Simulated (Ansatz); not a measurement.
A 2-atom cell of SnTe built on rhombohedral GeTe (relaxed group R3m), relaxed with r2SCAN. The symmetry is R3m (No. 160, trigonal); a = 4.490 Å, c = 11.378 Å in the conventional setting, 33.11 Å³ an atom. Sn is surrounded by 6 Te at 3.05–3.39 Å; Te is surrounded by 6 Sn at 3.05–3.39 Å.

```
Sn Te
1.0
     2.24496    1.29613    3.79253
    -2.24496    1.29613    3.79253
     0.00000   -2.59226    3.79253
Sn Te
1 1
Direct
  0.99796 0.99796 0.99796
  0.52304 0.52304 0.52304
```

4 runs of Ansatz 0.2.0 on this cell differ in the functional (and in the settings that go with it). Levels are in eV from each run's valence top; v1 is the last filled band, c1 the first empty one.

Run A, mean stress 0.0 GPa (compression positive):

| point | v4 | v3 | v2 | v1 | c1 | c2 |
| --- | --- | --- | --- | --- | --- | --- |
| Γ | -4.69 | -2.16 | -2.09 | -2.09 | 3.04 | 3.41 |
| T | -8.13 | -1.81 | -1.81 | -0.13 | 0.87 | 0.87 |
| H₂ | -7.40 | -4.62 | -4.57 | -0.88 | 1.27 | 4.85 |

Run B, mean stress -0.3 GPa (compression positive):

| point | v4 | v3 | v2 | v1 | c1 | c2 |
| --- | --- | --- | --- | --- | --- | --- |
| Γ | -5.16 | -2.37 | -2.27 | -2.27 | 3.99 | 4.42 |
| T | -8.88 | -1.97 | -1.97 | -0.07 | 1.56 | 1.64 |
| H₂ | -8.07 | -5.11 | -5.04 | -0.97 | 2.04 | 5.73 |

Run C, mean stress -0.4 GPa (compression positive):

| point | v4 | v3 | v2 | v1 | c1 | c2 |
| --- | --- | --- | --- | --- | --- | --- |
| Γ | -5.01 | -2.25 | -2.17 | -2.17 | 3.39 | 3.81 |
| T | -8.69 | -1.90 | -1.90 | -0.11 | 1.09 | 1.12 |
| H₂ | -7.88 | -4.94 | -4.87 | -0.92 | 1.51 | 5.11 |

Run D, mean stress +0.7 GPa (compression positive):

| point | v4 | v3 | v2 | v1 | c1 | c2 |
| --- | --- | --- | --- | --- | --- | --- |
| Γ | -4.65 | -1.88 | -1.80 | -1.80 | 2.94 | 3.30 |
| T | -7.73 | -1.54 | -1.54 | -0.21 | 0.90 | 0.90 |
| H₂ | -7.05 | -4.30 | -4.24 | -0.71 | 1.21 | 4.62 |

Q: Match the runs to PBE, r2SCAN, HSE06, PBE0.

A: A is r2SCAN, B is PBE0, C is HSE06, D is PBE. In order of the gap: PBE 0.35, r2SCAN 0.44, HSE06 0.55, PBE0 1.05 eV.

No spin polarisation. The prototype was imposed, so other structures may be more stable.

Spin-orbit coupling is left out, which matters wherever the heavy atoms make up the band edges.

The program warns that its thresholds are loose for a hybrid's stress.
